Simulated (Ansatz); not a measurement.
# Ni: which structure wins at one pressure

Aim: bring Ni in several structures (fcc, bcc, hcp, beta tin, diamond, sc) to one pressure and rank them by enthalpy. The pressure is set by scaling the first phase. Methods of the runs shown: LAPW. Companion runs by PAW are cited.

Program: Ansatz 0.2.0. Level of theory: DFT, PBE, all-electron LAPW, scalar-relativistic. These are calculated values, not measurements.

## Step 1: Starting point

Symmetry: Fm-3m, No. 225, cubic system. Conventional cell: a = 3.099 Å, b = 3.099 Å, c = 3.099 Å, α = 90.00°, β = 90.00°, γ = 90.00°. Ni (site symmetry m-3m) is surrounded by 12 Ni at 2.19 Å.

As a file:

```xyz
1
Lattice="0.0000 1.5493 1.5493 1.5493 0.0000 1.5493 1.5493 1.5493 0.0000" Properties=species:S:1:pos:R:3 pbc="T T T"
Ni    0.0000    0.0000    0.0000
```

## Step 2: Fcc relaxed under pressure, LAPW

Input file input.yaml:

```yaml
crystal:
  lattice:
    - [0.0, 1.5492637102, 1.5492637102]
    - [1.5492637102, 0.0, 1.5492637102]
    - [1.5492637102, 1.5492637102, 0.0]
  atoms:
    - { symbol: Ni, position: [0.0, 0.0, 0.0], spin: 1.0 }
magnetization:
  spin_polarized: true
kpoints:
  mp_grid: { grid: [21, 21, 21] }
scf:
  occupations: { method: fermi_dirac, width: 0.08 }
hamiltonian:
  xc: pbe
  pseudopotentials: { kind: all_electron, lapw: { basis_error: 0.0005 } }
output:
  forces: true
  stress: true
  eigenvalues: true
relax:
  f_tol: 0.005
  max_steps: 12
  cell: { p_target: 190.0, stress_tol: 0.095 }
```

Run with:

```console
> ansatz run input.yaml --threads 2 --pin off --max-ram 7168MiB --backend cpu --events-out ev --progress --plain --runs-dir out
```

The runs that follow: Bcc relaxed under pressure, LAPW; Hcp relaxed under pressure, LAPW; Beta tin relaxed under pressure, LAPW; Diamond relaxed under pressure, LAPW; Sc relaxed under pressure, LAPW.

Before running it: what results should come out? Wanted: pressure; lowest (for each run or level that gives them).

**Answer**, as computed:

```
     quantity                         value
     pressure                       190 GPa
lowest (LAPW)  fcc, 43.1 meV/atom under hcp
 lowest (PAW)  fcc, 42.6 meV/atom under hcp
```

**Reading.** By LAPW the order is fcc < hcp < bcc < beta tin < sc < diamond. By PAW the order is fcc < hcp < bcc < beta tin < sc < diamond. The methods agree on the lowest phase. Only these structures were tried, with electrons smeared by 0.08 eV and without vibrations, so the true ground state may be another. The k meshes differ between phases and weren't tested, which can move differences by some meV. The magnetic state is the one reached from the start moments in this cell; it needn't be the ground state.
